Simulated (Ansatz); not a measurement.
AlCu:

```xyz
2
Lattice="2.9975 0.0000 0.0000 0.0000 2.9975 0.0000 0.0000 0.0000 2.9975" Properties=species:S:1:pos:R:3 pbc="T T T"
Cu    1.4988    1.4988    1.4988
Al    0.0000    0.0000    0.0000
```

The cell comes from a database or a generator and needn't be the stable form of this composition.

```yaml
Program: Ansatz 0.2.0
Task: relaxation of cell and atoms
Functional: PBE0
Potentials_or_basis: Ansatz PAW
Cutoff: "420 eV (not typed: the program's choice for these potentials)"
k_mesh: 5 × 5 × 5
Occupations: fermi-dirac, width 0.05 eV
Spin: no spin polarisation
```

At the start: volume 13.47 Å³/atom.

Problem. How do energy, volume and symmetry change on relaxing?

Solution. It ends after 6 steps and the volume is 13.91 Å³/atom (+3.3 %); space group Pm-3m (No. 221, to 0.05 Å).

The path:
| step | energy change (eV) | largest force (eV/Å) | volume (Å³) |
| --- | --- | --- | --- |
| 1 | 0.0000 | 0.0000 | 26.93 |
| 2 | -0.0179 | 0.0000 | 27.38 |
| 3 | -0.0185 | 0.0000 | 28.11 |
| 4 | -0.0196 | 0.0000 | 27.87 |
| 5 | -0.0197 | 0.0000 | 27.83 |
| 6 | -0.0207 | 0.0000 | 27.83 |

Final structure:
```xyz
2
Lattice="3.0303 0.0000 0.0000 0.0000 3.0303 0.0000 0.0000 0.0000 3.0303" Properties=species:S:1:pos:R:3 pbc="T T T"
Cu    1.5151    1.5151    1.5151
Al    0.0000    0.0000    0.0000
```

Caveat: the k mesh is coarse (spacing up to 0.42 Å⁻¹), so the values aren't converged, least of all with exact exchange; the plane-wave basis is chosen anew once the cell has moved, so the energies of steps on either side of that aren't comparable; the PAW data sets come from PBE, with cores solved anew for the run's functional, which leaves a small shift of forces and pressure.
